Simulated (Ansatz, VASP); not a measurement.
# Cross-check of SiHC (SiC(111) slab, H on both faces) between VASP and Ansatz

Aim: how closely do two programs agree when they are given the same cell, functional and k mesh? The structure shown is the start of the Ansatz relaxation below; VASP solves that cell, so the two are compared at the walk's first step.

Calculated with Ansatz 0.2.0; plane waves, with VASP 6.6.1 beside it; single point at PBEsol.

**1. Set-up**

The cell holds 150 atoms: 50 Si, 50 C and 50 H. Its edges and angles: a = 15.415 Å, b = 15.415 Å, c = 15.717 Å, α = 90.0°, β = 90.0°, γ = 60.0°. It derives from SiC (zinc-blende). As first built, before any earlier steps moved the atoms (in the runner's words): zinc-blende SiC (a = 4.36 A), (111) slab of 4 atomic planes, 5 x 5 surface cells, H on the broken bonds of both faces; displaced by a Gaussian of 0.02 A. Vacuum lies along c.

**2. Ansatz: relaxation, PBEsol**

Ansatz runs on its default PAW (the set named soft_2) files.

The two programs are compared at the cell with which this relaxation starts, whose forces are those of its first step.

input.yaml reads:

```yaml
crystal:
  lattice:
    - [15.41493, 0.0, 0.0]
    - [7.70746, 13.34972, 0.0]
    - [0.0, 0.0, 15.71656]
  atoms:
    - { symbol: Si, position: [0.13199, 0.1322, 0.42729] }
    - { symbol: C, position: [0.20097, 0.0003, 0.38983] }
    - { symbol: Si, position: [0.06336, 0.06719, 0.58581] }
    - { symbol: C, position: [0.13215, 0.13496, 0.54835] }
    - { symbol: Si, position: [0.13585, 0.3332, 0.42778] }
    - { symbol: C, position: [0.20032, 0.19981, 0.38685] }
    - { symbol: Si, position: [0.06828, 0.26428, 0.58902] }
    - { symbol: C, position: [0.13415, 0.33169, 0.54761] }
    - { symbol: Si, position: [0.13305, 0.53436, 0.42828] }
    - { symbol: C, position: [0.1971, 0.40286, 0.38757] }
    - { symbol: Si, position: [0.06698, 0.46773, 0.58839] }
    - { symbol: C, position: [0.13368, 0.53309, 0.54684] }
    - { symbol: Si, position: [0.13369, 0.73269, 0.42806] }
    - { symbol: C, position: [0.19927, 0.59942, 0.38997] }
    - { symbol: Si, position: [0.06596, 0.66629, 0.58896] }
    - { symbol: C, position: [0.13324, 0.73477, 0.54864] }
    - { symbol: Si, position: [0.13306, 0.93398, 0.42772] }
    - { symbol: C, position: [0.20021, 0.8018, 0.38456] }
    - { symbol: Si, position: [0.0674, 0.86517, 0.58561] }
    - { symbol: C, position: [0.13163, 0.93276, 0.54817] }
    - { symbol: Si, position: [0.33402, 0.1325, 0.42631] }
    - { symbol: C, position: [0.40046, 0.99862, 0.38785] }
    - { symbol: Si, position: [0.26585, 0.06658, 0.58912] }
    - { symbol: C, position: [0.33211, 0.13241, 0.54668] }
    - { symbol: Si, position: [0.3329, 0.33339, 0.42764] }
    - { symbol: C, position: [0.39953, 0.19827, 0.38845] }
    - { symbol: Si, position: [0.26875, 0.26786, 0.58867] }
    - { symbol: C, position: [0.3363, 0.3326, 0.54897] }
    - { symbol: Si, position: [0.33618, 0.5311, 0.42663] }
    - { symbol: C, position: [0.39827, 0.39956, 0.3878] }
[... 114 atom lines left out ...]
    - { symbol: H, position: [0.99711, 0.40352, 0.31987] }
    - { symbol: H, position: [0.86674, 0.46376, 0.6834] }
    - { symbol: H, position: [0.00179, 0.59834, 0.32001] }
    - { symbol: H, position: [0.86633, 0.66731, 0.68038] }
    - { symbol: H, position: [0.00109, 0.80044, 0.31925] }
    - { symbol: H, position: [0.86633, 0.86436, 0.68444] }
kpoints:
  mp_grid: { grid: [1, 1, 1] }
hamiltonian:
  xc: pbesol
scf:
  occupations: { method: gaussian, width: 0.05 }
output:
  forces: true
relax:
  f_tol: 0.05
  max_steps: 120
```

Command:

```
$ ansatz run input.yaml --threads 8 --pin off --max-ram 15872MiB --backend cpu --events-out ev --progress --plain --runs-dir out
```

Numbers of over 12 decimals in the logs are rounded to 6 here.

Log:

```text
Engine: ansatz 0.2.0, aarch64-unknown-linux-gnu
Pseudopotentials: kind: paw
Pseudopotential: Si, paw, valence charge 4, recommended cutoff 420 eV (normal), Si.paw.azcp
Pseudopotential: C, paw, valence charge 4, recommended cutoff 420 eV (normal), C.paw.azcp
Pseudopotential: H, paw, valence charge 1, recommended cutoff 420 eV (normal), H.paw.azcp
Functional definition: PBEsol
  exchange = pbesol_x
  correlation = pbesol_c
Crystal: 150 atoms, lattice volume = 3234.232 Å³
Basis set: ecut = 420 eV, 63161 PW (Γ), exchange–correlation on 216×216×216 points (8 copies of the dense FFT grid, shifted against one another)
Bands: 375, of which v1, the nominal top of the filled ones, is band 225 counted from 1 (224 counted from 0)
Symmetry: 1 space group operations
Space group: P1 (ITA 1), of the structure as read, at distance tolerance 1.5e-4 Å
k-points: 1
Non-local potential: Si, projectors of the file, l = 0: 2, l = 1: 2, l = 2: 2
Non-local potential: C, projectors of the file, l = 0: 2, l = 1: 2, l = 2: 1
Non-local potential: H, projectors of the file, l = 0: 2, l = 1: 1
PAW form: soft (Blöchl's): semilocal exchange-correlation on the pseudo side does not see the compensation charge
PAW frozen core: Si, regenerated for the run's functional, and the local potential with it (the file was generated under x = pbe(κ = 0.804, μ = 0.219515), c = pbe(β = 0.066725))
PAW frozen core: C, regenerated for the run's functional, and the local potential with it (the file was generated under x = pbe(κ = 0.804, μ = 0.219515), c = pbe(β = 0.066725))
PAW one-centre angular grid: Si, 110 points (default); XC on 64 Gauss nodes
PAW one-centre angular grid: C, 110 points (default); XC on 64 Gauss nodes
PAW one-centre angular grid: H, 110 points (default); XC on 64 Gauss nodes
Initial density: superposition of atomic densities (neutral atoms: chi_scale 0, normalization atom), corrected by the library's trained network
Initial wavefunctions: pseudopotential atomic-orbital guess
Functional: x = pbesol(κ = 0.804, μ = 0.123457), c = pbesol(β = 0.046)
SCF iter   1: F=—  HF=-44213.120047 eV  |F-HF|=—  |Δ(HF+E_count)|=         —  Δρ=4.84e-3  dr2=1.21e0  ethr=1.77e-3  ⟨swp⟩=8.0  Hψ=2153  notcnv=0  defer=57
preconditioner: auto → Resta (q_TF=auto, 1.964 Å⁻¹)  ε∞=2.4  [insulator: Δε(μ)=2.643 eV  Ē_g=11.710 eV  σ=0.050 eV  W_gap=1.00  n_scr=404 (ndim 8)  ℏωp=13.9 eV  f_vac=0.512  D(μ)=0.00/eV (n_scr^D=0)  ε∞_Penn≈2.4  vacuum switching on, ρ_ref=9.9e-3 e/Å³]
SCF iter   2: F=—  HF=-44212.880658 eV  |F-HF|=—  |Δ(HF+E_count)|=   2.39e-1  Δρ=1.44e-3  dr2=6.24e-2  ethr=2.69e-4  ⟨swp⟩=2.0  Hψ=612  notcnv=0  defer=144
SCF iter   3: F=—  HF=-44212.888929 eV  |F-HF|=—  |Δ(HF+E_count)|=   8.27e-3  Δρ=6.47e-4  dr2=1.43e-2  ethr=1.39e-5  ⟨swp⟩=2.0  Hψ=433  notcnv=0  defer=144
SCF iter   4: F=—  HF=-44212.892825 eV  |F-HF|=—  |Δ(HF+E_count)|=   3.90e-3  Δρ=1.32e-4  dr2=8.19e-4  ethr=3.18e-6  ⟨swp⟩=2.0  Hψ=396  notcnv=0  defer=144
SCF iter   5: F=—  HF=-44212.893015 eV  |F-HF|=—  |Δ(HF+E_count)|=   1.90e-4  Δρ=4.34e-5  dr2=9.28e-5  ethr=1.82e-7  ⟨swp⟩=2.0  Hψ=456  notcnv=0  defer=144
SCF iter   6: F=-44212.893073 eV  HF=-44212.893067 eV  |F-HF|=5.86e-6  |Δ(HF+E_count)|=   5.24e-5  Δρ=1.34e-5  dr2=8.72e-6  ethr=1.39e-8  ⟨swp⟩=4.0  Hψ=1047  notcnv=0
SCF 1 converged in 6 iterations: F = -44212.893073 eV  dr2 = 8.72e-6
  greatest PAW one-centre occupation: 0.650 electrons in one spin orbital (limit 2), on the C atom at site 77 (counted from 0), in its partial waves of l = 0
relax step   1: F+E_penalty+E_count = -44212.89307329 eV  Δ(F+E_penalty+E_count) = +0.000e0 eV  max|allowed force component| = 4.126e0 eV/Å  Δτ_max = 0.0000 Å  (6 SCF iters, dr2 threshold 6.25e-5 eV, accepted)
Initial density: handed on by an earlier stage of this run
Initial wavefunctions: those handed on with the density
iter 1 solved again at ethr=2.54e-4 eV; its pass at ethr=3.10e-3 eV (dr2=1.14e0 eV) is discarded
SCF iter   1: F=—  HF=-44215.480512 eV  |F-HF|=—  |Δ(HF+E_count)|=         —  Δρ=5.12e-3  dr2=1.15e0  ethr=2.54e-4  ⟨swp⟩=1.0  Hψ=1115  notcnv=0  defer=144
preconditioner: auto → Resta (q_TF=auto, 1.964 Å⁻¹)  ε∞=2.4  [insulator: Δε(μ)=2.797 eV  Ē_g=11.832 eV  σ=0.050 eV  W_gap=1.00  n_scr=404 (ndim 8)  ℏωp=13.9 eV  f_vac=0.513  D(μ)=0.00/eV (n_scr^D=0)  ε∞_Penn≈2.4  vacuum switching on, ρ_ref=1.0e-2 e/Å³]
SCF iter   2: F=—  HF=-44215.157634 eV  |F-HF|=—  |Δ(HF+E_count)|=   3.23e-1  Δρ=2.01e-3  dr2=9.93e-2  ethr=2.54e-4  ⟨swp⟩=3.0  Hψ=396  notcnv=0  defer=144
SCF iter   3: F=—  HF=-44215.134727 eV  |F-HF|=—  |Δ(HF+E_count)|=   2.29e-2  Δρ=7.17e-4  dr2=1.24e-2  ethr=2.21e-5  ⟨swp⟩=2.0  Hψ=550  notcnv=0  defer=144
SCF iter   4: F=—  HF=-44215.133132 eV  |F-HF|=—  |Δ(HF+E_count)|=   1.60e-3  Δρ=2.05e-4  dr2=1.26e-3  ethr=2.76e-6  ⟨swp⟩=2.0  Hψ=449  notcnv=0  defer=144
[...]
- { symbol: C, position: [0.533406, 0.133407, 0.547267] }
    - { symbol: Si, position: [0.533447, 0.333435, 0.427130] }
    - { symbol: C, position: [0.600160, 0.200076, 0.389642] }
    - { symbol: Si, position: [0.466813, 0.266712, 0.586356] }
    - { symbol: C, position: [0.533459, 0.333425, 0.547330] }
    - { symbol: Si, position: [0.533413, 0.533407, 0.426954] }
    - { symbol: C, position: [0.600012, 0.400082, 0.389402] }
    - { symbol: Si, position: [0.466777, 0.466767, 0.586251] }
    - { symbol: C, position: [0.533420, 0.533413, 0.547105] }
    - { symbol: Si, position: [0.533413, 0.733394, 0.427050] }
    - { symbol: C, position: [0.600044, 0.600073, 0.389403] }
    - { symbol: Si, position: [0.466767, 0.666702, 0.586242] }
    - { symbol: C, position: [0.533449, 0.733381, 0.547304] }
    - { symbol: Si, position: [0.533445, 0.933373, 0.426926] }
    - { symbol: C, position: [0.600094, 0.800019, 0.389403] }
    - { symbol: Si, position: [0.466765, 0.866762, 0.586266] }
    - { symbol: C, position: [0.533440, 0.933369, 0.547033] }
    - { symbol: Si, position: [0.733469, 0.133362, 0.427085] }
    - { symbol: C, position: [0.800089, 1.000084, 0.389476] }
    - { symbol: Si, position: [0.666745, 0.066710, 0.586298] }
    - { symbol: C, position: [0.733443, 0.133417, 0.547287] }
    - { symbol: Si, position: [0.733435, 0.333395, 0.426777] }
    - { symbol: C, position: [0.800150, 0.199972, 0.389486] }
    - { symbol: Si, position: [0.666859, 0.266826, 0.586227] }
    - { symbol: C, position: [0.733422, 0.333471, 0.546902] }
    - { symbol: Si, position: [0.733418, 0.533339, 0.426840] }
    - { symbol: C, position: [0.800102, 0.400019, 0.389235] }
    - { symbol: Si, position: [0.666782, 0.466722, 0.586117] }
    - { symbol: C, position: [0.733433, 0.533372, 0.547081] }
    - { symbol: Si, position: [0.733445, 0.733347, 0.426846] }
    - { symbol: C, position: [0.800112, 0.599978, 0.389409] }
    - { symbol: Si, position: [0.666859, 0.666695, 0.586187] }
    - { symbol: C, position: [0.733459, 0.733342, 0.547077] }
    - { symbol: Si, position: [0.733418, 0.933399, 0.426893] }
    - { symbol: C, position: [0.800119, 0.800028, 0.389402] }
    - { symbol: Si, position: [0.666772, 0.866721, 0.586109] }
    - { symbol: C, position: [0.733417, 0.933409, 0.547077] }
    - { symbol: Si, position: [0.933420, 0.133358, 0.427122] }
    - { symbol: C, position: [7.176089686428959e-5, 5.286888184251262e-5, 0.389550] }
    - { symbol: Si, position: [0.866769, 0.066634, 0.586322] }
    - { symbol: C, position: [0.933451, 0.133392, 0.547382] }
    - { symbol: Si, position: [0.933408, 0.333355, 0.426882] }
    - { symbol: C, position: [0.00010043, 0.199972, 0.389474] }
    - { symbol: Si, position: [0.866710, 0.266848, 0.586143] }
    - { symbol: C, position: [0.933445, 0.333397, 0.546951] }
    - { symbol: Si, position: [0.933433, 0.533380, 0.427007] }
    - { symbol: C, position: [5.913634930626577e-5, 0.400082, 0.389428] }
    - { symbol: Si, position: [0.866774, 0.466645, 0.586149] }
    - { symbol: C, position: [0.933457, 0.533354, 0.547248] }
    - { symbol: Si, position: [0.933406, 0.733385, 0.427010] }
    - { symbol: C, position: [1.000066, 0.600064, 0.389515] }
    - { symbol: Si, position: [0.866743, 0.666676, 0.586220] }
    - { symbol: C, position: [0.933413, 0.733372, 0.547235] }
    - { symbol: Si, position: [0.933404, 0.933384, 0.427050] }
    - { symbol: C, position: [7.428453415631031e-5, 0.800036, 0.389480] }
    - { symbol: Si, position: [0.866715, 0.866699, 0.586226] }
    - { symbol: C, position: [0.933413, 0.933340, 0.547124] }
    - { symbol: H, position: [0.200184, 8.656801605790169e-6, 0.318898] }
    - { symbol: H, position: [0.067194, 0.066365, 0.682063] }
    - { symbol: H, position: [0.199953, 0.200115, 0.318809] }
    - { symbol: H, position: [0.066365, 0.267010, 0.682018] }
    - { symbol: H, position: [0.200485, 0.399780, 0.318849] }
    - { symbol: H, position: [0.067068, 0.466601, 0.682020] }
    - { symbol: H, position: [0.200105, 0.600177, 0.318843] }
    - { symbol: H, position: [0.066914, 0.666307, 0.682016] }
    - { symbol: H, position: [0.200080, 0.799862, 0.318784] }
    - { symbol: H, position: [0.066493, 0.866931, 0.682016] }
    - { symbol: H, position: [0.400291, 0.999854, 0.318733] }
    - { symbol: H, position: [0.266922, 0.066775, 0.682048] }
    - { symbol: H, position: [0.400393, 0.200273, 0.318891] }
    - { symbol: H, position: [0.266767, 0.266392, 0.682078] }
    - { symbol: H, position: [0.400288, 0.399827, 0.318962] }
    - { symbol: H, position: [0.266441, 0.467115, 0.682093] }
    - { symbol: H, position: [0.400162, 0.599997, 0.318774] }
    - { symbol: H, position: [0.266810, 0.666555, 0.682014] }
    - { symbol: H, position: [0.400287, 0.799995, 0.318876] }
    - { symbol: H, position: [0.266872, 0.866746, 0.682025] }
    - { symbol: H, position: [0.599875, 0.000320795, 0.318807] }
    - { symbol: H, position: [0.466750, 0.066539, 0.682007] }
    - { symbol: H, position: [0.599928, 0.200312, 0.319030] }
    - { symbol: H, position: [0.466971, 0.266622, 0.682181] }
[...]
- { symbol: H, position: [-2.4540274686526975e-5, 0.199862, 0.318881] }
    - { symbol: H, position: [0.866349, 0.267517, 0.681977] }
    - { symbol: H, position: [1.000070, 0.400294, 0.318820] }
    - { symbol: H, position: [0.866823, 0.466372, 0.681969] }
    - { symbol: H, position: [-3.254795701890245e-5, 0.600224, 0.318910] }
    - { symbol: H, position: [0.866510, 0.666810, 0.682058] }
    - { symbol: H, position: [-4.4990109210329976e-7, 0.800146, 0.318878] }
    - { symbol: H, position: [0.866508, 0.866863, 0.682059] }
```

**3. VASP: single point, PBEsol, start cell**

The same cell, functional, mesh and smearing now go to VASP, with its own data sets.

Lines of VASP's logs that name or quote its potential files are left out, and so is its time.

INCAR reads:

```
SYSTEM = SiHC
PREC = Accurate
ENCUT = 520
EDIFF = 1E-06
NELM = 120
ISMEAR = 0
SIGMA = 0.05
LREAL = Auto
ALGO = Normal
GGA = PS
NBANDS = 330
LORBIT = 11
LWAVE = .FALSE.
LCHARG = .FALSE.
ISIF = 2
LASPH = .TRUE.
GGA_COMPAT = .FALSE.
EFERMI = MIDGAP
```

POSCAR reads:

```
SiHC
1.0
   15.4149300000      0.0000000000      0.0000000000
    7.7074600000     13.3497200000      0.0000000000
    0.0000000000      0.0000000000     15.7165600000
Si C H
50 50 50
Direct
    0.1319884574      0.1321975292      0.4272881597
    0.0633617607      0.0671924205      0.5858088538
    0.1358481515      0.3331979997      0.4277780888
    0.0682813148      0.2642826966      0.5890220252
    0.1330474086      0.5343632675      0.4282807434
    0.0669785240      0.4677326566      0.5883921163
    0.1336901820      0.7326895246      0.4280580483
    0.0659612325      0.6662911282      0.5889583980
    0.1330573701      0.9339821360      0.4277208244
    0.0673972375      0.8651717040      0.5856116097
    0.3340192548      0.1324971610      0.4263083016
    0.2658494963      0.0665781754      0.5891174659
    0.3328973038      0.3333927603      0.4276381091
    0.2687494760      0.2678632960      0.5886720758
    0.3361798560      0.5310972814      0.4266328001
    0.2679923741      0.4652007683      0.5874822480
    0.3331702497      0.7323299665      0.4271672682
    0.2674369812      0.6649502761      0.5875076989
    0.3336899055      0.9329783696      0.4275872074
    0.2663526429      0.8673665066      0.5883793909
    0.5355030850      0.1315683026      0.4292096998
    0.4660881599      0.0639489068      0.5879212754
    0.5332055842      0.3334526866      0.4260919692
    0.4676697270      0.2666123334      0.5889011336
    0.5314155218      0.5341535253      0.4305522328
    0.4651125596      0.4676277855      0.5864769390
    0.5348336046      0.7330790459      0.4273072479
    0.4653747912      0.6660664044      0.5872786411
    0.5338784053      0.9330832407      0.4296487272
    0.4642007838      0.8653664646      0.5881312450
[... 114 atom lines left out ...]
    0.9971095311      0.4035215720      0.3198727966
    0.8667356132      0.4637625358      0.6834001843
    0.0017905958      0.5983421375      0.3200127763
    0.8663312660      0.6673098762      0.6803778944
    0.0010906166      0.8004437546      0.3192492505
    0.8663262874      0.8643626982      0.6844373069
```

KPOINTS reads:

```
Automatic mesh
0
Gamma
1 1 1
0 0 0
```

PAW data sets: Si, C and H (PBE family, release 64).

Command:

```
$ export OMP_NUM_THREADS=4
$ mpirun -np 1 vasp_gam
```

Log:

```text
[banner, memory and clock lines left out]
running    1 mpi-ranks, on    1 nodes
[...]
Offloading initialized ...    1 GPUs detected
[...]
|                                                                             |
|               ----> ADVICE to this user running VASP <----                  |
|                                                                             |
|     You enforced a specific xc type in the INCAR file but a different       |
|     [... a line on the potential file left out ...]
|     I HOPE YOU KNOW WHAT YOU ARE DOING!                                     |
|                                                                             |

 LDA part: xc-table for (Slater+PW92), standard interpolation
 POSCAR, INCAR and KPOINTS ok, starting setup
[...]
entering main loop
       N       E                     dE             d eps       ncg     rms          rms(c)
DAV:   1     0.366935169487E+04    0.36694E+04   -0.19314E+05   660   0.116E+03
DAV:   2    -0.475709561789E+03   -0.41451E+04   -0.39299E+04   934   0.253E+02
DAV:   3    -0.103499583314E+04   -0.55929E+03   -0.55356E+03   840   0.959E+01
DAV:   4    -0.106982472984E+04   -0.34829E+02   -0.34746E+02   944   0.266E+01
[...]
DAV:  25    -0.955727788553E+03   -0.44865E-05   -0.33045E-07   536   0.583E-04    0.265E-04
DAV:  26    -0.955727791516E+03   -0.29628E-05   -0.16483E-07   512   0.404E-04    0.208E-04
DAV:  27    -0.955727792230E+03   -0.71427E-06   -0.54196E-08   536   0.238E-04
   1 F= -.95572779E+03 E0= -.95572779E+03  d E =0.000000E+00
```

OUTCAR, selected parts (step 3):

```text
  FREE ENERGIE OF THE ION-ELECTRON SYSTEM (eV)
  ---------------------------------------------------
  free  energy   TOTEN  =      -955.7277922298 eV

  energy  without entropy=     -955.7277922298  energy(sigma->0) =     -955.72779223
```

**4. Differences**

Known differences besides the potentials themselves: the cutoff is 420 eV in Ansatz and 520 eV in VASP (PREC = Accurate, projectors in real space); Ansatz makes its cores anew for this functional, VASP keeps those of its PBE data sets. Total energies have different zeros and are not compared.

Forces on 10 of the 150 atoms, those with the largest forces and the largest differences (eV/Å; atoms numbered as in POSCAR):

| atom | Ansatz x, y, z | VASP x, y, z |
| --- | --- | --- |
| C59 | -0.335, -0.497, 4.126 | -0.343, -0.504, 4.132 |
| C81 | 0.372, 0.929, 2.175 | 0.369, 0.929, 2.196 |
| C87 | 0.669, -0.008, 2.520 | 0.673, -0.007, 2.537 |
| C89 | 0.059, 0.339, 3.250 | 0.059, 0.340, 3.261 |
| C99 | -0.249, -0.063, 3.261 | -0.249, -0.065, 3.271 |
| H109 | -0.033, -0.014, -2.869 | -0.034, -0.014, -2.899 |
| H121 | 0.024, -0.065, 0.056 | 0.023, -0.065, 0.016 |
| H139 | -0.069, 0.038, -2.303 | -0.069, 0.039, -2.333 |
| H141 | 0.035, -0.007, -0.665 | 0.034, -0.008, -0.704 |
| H145 | 0.043, -0.064, -1.489 | 0.043, -0.063, -1.528 |

The forces differ by 11 meV/Å r.m.s., which is 1.4 % of the r.m.s. force of 0.755 eV/Å (both taken over all components). With vacuum in the cell, a pressure given here is an average over mostly empty space and none of the material.

**5. Summary of results**

```
r.m.s. force difference (single point, PBEsol, start cell) : 1.4 % of the r.m.s. force
```

What this shows: The r.m.s. force difference is 1.4 % of the r.m.s. force (single point, PBEsol, start cell), within the 3 % picked in this series as the mark of a large difference. 1 further run of this series is not shown here. How closely two codes agree says nothing of how well the functional describes the real material.

[Lines on the potential files, build, host, timing and source positions are cut from VASP's logs without a mark.]

[Logs are printed without paths, hosts, clocks, repeated set-up lines and the standing remarks that a program may print on its own settings, such as how far it seeks lower states.]

[Hosts, paths, dates, database ids (printed as entryN), source tags and the programs' standing remarks are cut or masked in the printed files.]
